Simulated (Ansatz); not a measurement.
This log comes from Ansatz, run on fluorite SnSe2. The starting cell comes from a relaxation with PBE.

The cell given to it:
```
Sn Se
1.0
     0.00000    3.44556    3.44556
     3.44556    0.00000    3.44556
     3.44556    3.44556    0.00000
Sn Se
1 2
Cartesian
  0.0000 0.0000 0.0000
  1.7228 1.7228 1.7228
  5.1683 5.1683 5.1683
```

The output, standing remarks left out:
```
Pseudopotential: Sn, paw, valence charge 14, recommended cutoff 500 eV (meta_gga)
Pseudopotential: Se, paw, valence charge 16, recommended cutoff 500 eV (meta_gga)
Functional definition: r2SCAN
Crystal: 3 atoms, lattice volume = 81.811 Å³
Basis set: ecut = 500 eV, 2085 PW (Γ)
Bands: 28, of which v1, the nominal top of the filled ones, is band 23 counted from 1 (22 counted from 0)
Symmetry: 48 space group operations
Space group: Fm-3m (ITA 225)
k-points: 16 of 216
preconditioner: auto → LDOS  [σ=0.020 eV  ℏωp=16.4 eV  β→1.0]
relax step 1: F+E_penalty+E_count = -16994.45010381 eV  P = -1.747 GPa  Ω = 81.811 Å³
relax step 2: F+E_penalty+E_count = -16994.46413050 eV  P = +0.665 GPa  Ω = 78.094 Å³
relax step 3: F+E_penalty+E_count = -16994.46597710 eV  P = -0.047 GPa  Ω = 79.084 Å³
relax step 4: F+E_penalty+E_count = -16994.46589159 eV  P = -0.048 GPa  Ω = 79.084 Å³  (SCF on a basis re-selected at this cell)
SCF converged after 5 iterations
Free energy (F): -16994.465892 eV
Internal energy: -16994.458975 eV  (E = F + TS)
E sigma→0 (E₀):  -16994.462433 eV
Entropy (-TS):   -0.006917 eV (-2.306 meV/atom)
Fermi energy:    8.231917 eV
--- Stress (GPa, compression-positive) ---
       -0.048212       0.000000       0.000000
        0.000000      -0.048212       0.000000
        0.000000       0.000000      -0.048212
  P = ⅓ Tr σ = -0.0482 GPa (-0.482 kbar)
--- Relaxed structure (3 steps of the walk, 3 accepted, 1 SCFs on fresh bases) ---
  F+E_penalty+E_count = -16994.46589159 eV
  cell:  # Å, volume = 79.0844 Å³
    - [0.000000, 3.406855, 3.406855]
    - [3.406855, 0.000000, 3.406855]
    - [3.406855, 3.406855, 0.000000]
  atoms:
    - { symbol: Sn, position: [0.000000, 0.000000, 0.000000] }
    - { symbol: Se, position: [0.250000, 0.250000, 0.250000] }
    - { symbol: Se, position: [0.750000, 0.750000, 0.750000] }
```

**Question.** Which of these blocks stood in the input: relax, gw, phonons, dielectric, magnetization (spin_orbit)?

**Answer.** relax. The relax steps with a changing cell volume need the relax block with cell.

**Question.** Which k mesh was typed?

**Answer.** 6×6×6, Γ-centred.

**Question.** How were the bands filled?

**Answer.** With smearing of width σ = 0.02 eV (Fermi-Dirac in this run).

Command: `ansatz run input.yaml --threads 2 --pin off --max-ram 2211MiB --backend cpu --events-out ev --progress --plain --runs-dir out`. It took 14 s on 2 threads of Intel(R) Xeon(R) Platinum 8488C (Sapphire Rapids) (shared host), load about 0.8 per core; peak host memory 0.61 GiB.

Values at 0 K without nuclear motion; spin polarisation is off, and the phase may be a hypothetical one.

Overlapping bands make a metal at that level, for which these meshes are coarse; small forces, stresses and energy differences are uncertain. A small overlap in a semilocal functional can be an artefact that a hybrid or GW lifts.
